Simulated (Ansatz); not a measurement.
## Re: changing the functional

The structure is hexagonal, space group P6_3/mmc (No. 194). The conventional cell has a = 2.761 Å, b = 2.761 Å, c = 4.458 Å, α = 90.00°, β = 90.00°, γ = 120.00°. Around Re (site symmetry -6m2) lie 12 Re at 2.74 to 2.76 Å.

Kept alike: task band structure; k mesh 11 × 11 × 6; occupations fermi-dirac, width 0.05 eV; no spin polarisation. Program: Ansatz, all-electron LAPW, scalar-relativistic. The mesh is that of the run's cell of 2 atoms. No spin-orbit coupling.

| functional | pressure (GPa) |
| --- | --- |
| BLYP | 19.57 |
| LDA | -10.04 |
| PBE | 6.10 |
| PBEsol | -4.10 |
| RPBE | 10.04 |
| revPBE | 8.92 |

Pressure is positive in compression. For a metal such a mesh leaves the last digits unconverged.

The pressure runs from -10.04 (LDA) to 19.57 GPa (BLYP). From PBE: BLYP +13.47; LDA -16.14; PBEsol -10.20; RPBE +3.94; revPBE +2.82. A positive pressure means that the functional's own cell is larger than the one given, a negative one that it is smaller.
